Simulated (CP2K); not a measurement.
HfO2 under changes of volume

One of the cells (11.152 Å³/atom); the others are scaled copies at fixed shape and fractional positions:

```
Hf O
1.0
     3.61685    0.00000    0.00000
     1.80843    3.13229    0.00000
     1.80843    1.04410    2.95315
Hf O
1 2
Direct
  0.00000 0.00000 0.00000
  0.75000 0.75000 0.75000
  0.25000 0.25000 0.25000
```

Measurements of this composition are mostly on another form, of space group No. 14.

| Property | Result |
| --- | --- |
| Program | CP2K 2026.2 |
| Functional | PBEsol |
| Potentials or basis | POTENTIAL_UZH Hf GTH-PBE-q12, O GTH-PBE-q6; DZVP-MOLOPT-PBE-GTH basis |
| Density cutoff | 8163 eV |
| k mesh | 9 × 9 × 9 |
| Occupations | fermi-dirac, width 0.1 eV |
| Spin | no spin polarisation |

| volume (Å³/atom) | energy over the lowest point (meV/atom) | pressure (GPa) | gap on the mesh (eV) |
| --- | --- | --- | --- |
| 10.483 | 0.00 | 0.7 | 4.08 |
| 10.706 | 2.84 | -4.7 | 4.01 |
| 10.929 | 12.79 | -9.5 | 3.95 |
| 11.152 | 29.11 | -13.8 | 3.89 |
| 11.375 | 51.13 | -17.7 | 3.83 |
| 11.598 | 78.28 | -21.2 | 3.77 |
| 11.821 | ? | ? | ? |

Problem. What does the run at 11.821 Å³/atom give?

Solution. Energy over the lowest point 109.42 meV/atom; pressure -24.3 GPa; gap on the mesh 3.72 eV.

Worked out: A Birch-Murnaghan fit of order 3 (a polynomial in V^(-2/3)) to the other rows has its minimum at 10.51 Å³/atom with B0 = V·E''(V) = 265 GPa and B' = 4.2. It gives 110.01 meV/atom at 11.821 Å³/atom, against the run's 109.42, and -dE/dV = -24.3 GPa, against -24.3. A straight line through the other rows of the gap, of slope -3.04 eV per unit of ln V, extrapolates to 3.71 eV, against the run's 3.72.

Energies are extrapolated to zero smearing.

Caveats: the potentials were made for another functional, which shifts forces and pressure; spin-orbit coupling is left out, which moves the levels of the heavy elements; an odd mesh through Γ misses points on the zone boundary, where band edges often lie; the basis of atomic orbitals isn't converged, which shifts pressures, moduli and gaps.
